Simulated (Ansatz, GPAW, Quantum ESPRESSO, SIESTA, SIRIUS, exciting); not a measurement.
# One calculation of MgS, 7 ways

```
S Mg
1.0
     0.00000    2.83312    2.83312
     2.83312    0.00000    2.83312
     2.83312    2.83312    0.00000
S Mg
1 1
Cartesian
  1.4166 1.4166 1.4166
  0.0000 0.0000 0.0000
```

The cell comes from a database or a generator and needn't be the stable form of this composition.

Alike in all runs: task single point; functional PBEsol; k mesh 8 × 8 × 8; occupations fermi-dirac, width 0.05 eV; no spin polarisation; no spin-orbit coupling. Pressure is positive in compression and, in plane waves, holds the error of the finite cutoff, which Ansatz's Pulay term estimates and takes out.

```
                                                                                      program and potentials  plane-wave cutoff (eV)                                                 notes  band gap (eV)  pressure (GPa)
                                                                                          Ansatz, Ansatz PAW                     420  potentials made for PBE, which Ansatz adapts in part           3.28           -0.43
                             exciting, all-electron LAPW+lo, shipped species files, valence relativity iora*                       -                                                     -           3.28               -
SIESTA, files PseudoDojo sr-pbesol-0.4.1-standard, DZP (energy shift 0.003 Ry; two zetas on semicore shells)                       -                                          atomic basis           3.27            1.24
                                                                           Quantum ESPRESSO, GBRV 1.5 PBEsol                     612                                                     -           3.28           -0.54
                                                           GPAW, PAW data sets generated for this functional                     800                                                     -           3.28           -0.37
                                                              Ansatz, all-electron LAPW, scalar-relativistic                       -                                                     -           3.28           -0.46
                                                               SIRIUS, all-electron FP-LAPW, apw+lo standard                       -                                                     -           3.29               -
```

The band gap spans 3.27 (SIESTA, files PseudoDojo sr-pbesol-0.4.1-standard, DZP (energy shift 0.003 Ry; two zetas on semicore shells)) to 3.29 eV (SIRIUS, all-electron FP-LAPW, apw+lo standard), with all-electron results at 3.28 to 3.29. The pressure spans -0.54 (Quantum ESPRESSO, GBRV 1.5 PBEsol) to 1.24 GPa (SIESTA, files PseudoDojo sr-pbesol-0.4.1-standard, DZP (energy shift 0.003 Ry; two zetas on semicore shells)), with all-electron results at -0.46. Rows in atomic bases carry the error of their basis and grid, which can be large.

The functional is the same throughout but for its coding, so the spread measures potentials, basis and numerics; runs on potential files found faulty are left out.

The coordinates describe zinc-blende MgS, with tetrahedrally coordinated ions, rather than the rock-salt form usual for the bulk compound. Its wide gap reflects the strong electronegativity difference: the valence band top is mainly S 3p, while the conduction band bottom has largely cation s character with some S admixture. The near-identical gaps show that potentials and basis hardly matter for these band edges at fixed geometry. They don't make the value a quantitative optical gap, since a semilocal functional lacks the derivative discontinuity and places the gap well below experiment.

Pressure is the more demanding test, because it depends on how the total energy responds to strain. All the reported values except SIESTA's are slightly negative, which suggests that the PBEsol equilibrium volume is a little smaller than that of this cell. SIESTA's 1.24 GPa reverses the sign, probably because its compact orbital set describes the strain response less completely, even though its gap of 3.27 eV is hardly affected. Agreement on the gap is therefore no guarantee of an equally reliable lattice constant.
